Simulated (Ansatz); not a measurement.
## Strain and the gap of MgI₂ (fluorite)

MgI₂ in the fluorite structure, relaxed with r2SCAN in the plane-wave code Ansatz. It is cubic, Fm-3m (No. 225); a = 7.511 Å in the conventional setting, 35.32 Å³ an atom. Mg has 8 I at 3.25 Å; I has 4 Mg at 3.25 Å.

The axes x, y and z are those of this cell:
```yaml
crystal:
  lattice:
    - [0.00000, 3.75572, 3.75572]
    - [3.75572, 0.00000, 3.75572]
    - [3.75572, 3.75572, 0.00000]
  atoms:
    - { symbol: Mg, position: [0.00000, 0.00000, 0.00000] }
    - { symbol: I, position: [0.25000, 0.25000, 0.25000] }
    - { symbol: I, position: [0.75000, 0.75000, 0.75000] }
```

Unstrained: With PBE the valence top lies at X and the conduction bottom at Γ, 0.609 eV higher; the smallest vertical gap, at X, is 1.077 eV. The r2SCAN gap is indirect, 1.341 eV (X to Γ), below the direct gap of 1.536 eV at X. The HSE06 gap is indirect, 1.427 eV (X to Γ), below the direct gap of 1.821 eV at X. Meshes: PBE 6×6×6, r2SCAN 6×6×6, HSE06 4×4×4. Strains are changes of length per length, and xy shears are angles. After each strain the atoms were relaxed again with r2SCAN within the symmetry that the strain leaves, so tilts or polar shifts that break it weren't tested; points keep the names that they have in the unstrained zone. The calculation is spin-unpolarised, and the structure need not be a phase that has been made.

Changes of the least gap in eV (an overlap counts as a negative gap):

| strain | volume change (%) | space group | PBE | r2SCAN | HSE06 | energy rise, r2SCAN (meV/atom) |
| --- | --- | --- | --- | --- | --- | --- |
| uniaxial -3.0 % along [111] | -3.0 | R-3m | +0.077 | +0.086 | +0.089 | 0.7 |
| xy shear, engineering strain (angle) -2.5 % | 0.0 | Immm | +0.008 | +0.008 | +0.009 | -1.3 |
| uniaxial -1.0 % along z | -1.0 | I4/mmm | -0.040 | -0.040 | -0.038 | 1.0 |
| epitaxial -5.0 % in the xy plane, free normal strain +0.11 % | -9.7 | I4/mmm | -0.103 | -0.417 | -0.203 | 59.5 |

Uniaxial -3.0 % along [111], other directions held. HSE06: the gap goes from 1.427 to 1.516 eV (+0.089 eV). Stress change with r2SCAN, compression positive: xx +1.03, yy +1.03, zz +1.03, xy -0.36, xz -0.36, yz -0.36 GPa.

Xy shear, engineering strain (angle) -2.5 %. HSE06: the gap goes from 1.427 to 1.436 eV (+0.009 eV). Stress change with r2SCAN, compression positive: xx +0.01, yy +0.01, zz +0.03, xy -0.47 GPa.

Uniaxial -1.0 % along z, other directions held. HSE06: the gap goes from 1.427 to 1.389 eV (-0.038 eV); the X points, equivalent before, split by 87 meV, and the valence top lies at those like (1/2, 1/2, 0). Stress change with r2SCAN, compression positive: xx 0.00, yy 0.00, zz +0.97 GPa.

Epitaxial -5.0 % in the xy plane, free normal strain +0.11 %. HSE06: the gap goes from 1.427 to 1.224 eV (-0.203 eV); it turns from indirect (X → Γ) to direct (X). Stress change with r2SCAN, compression positive: xx +6.19, yy +6.19, zz +0.01 GPa.

Spin-orbit coupling is left out, which matters wherever the heavy atoms make up the band edges.

The meshes of the hybrids are coarse, so their gaps aren't converged to the digits shown.
